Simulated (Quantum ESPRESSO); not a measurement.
## KCl (Sylvite): phonons at points of the zone under several settings

```
K Cl
1.0
     0.00000    3.14647    3.14647
     3.14647    0.00000    3.14647
     3.14647    3.14647    0.00000
K Cl
1 1
Direct
  0.00000 0.00000 0.00000
  0.50000 0.50000 0.50000
```

All runs used Quantum ESPRESSO 7.5; potentials PseudoDojo 0.4.1 SR LDA standard; k mesh 4 × 4 × 4, shifted; relaxed cell; no spin polarisation; cutoff 980 eV; occupations smeared at first, fixed for the response.

```csv
level,point,frequencies (cm⁻¹)
LDA,"Γ (0.000, 0.000, 0.000)",?
LDA,"L (0.500, 0.500, 0.500)",116 116 125 125 158 167
LDA,"K (0.375, 0.375, 0.750)",82 95 105 154 163 170
LDA,"W (0.500, 0.250, 0.750)",85 85 129 135 169 169
LDA,"X (0.500, 0.000, 0.500)",57 57 105 166 166 171
```

Q: What stands in the row left open?

A: Frequencies 0 0 0 162 162 162 cm⁻¹.
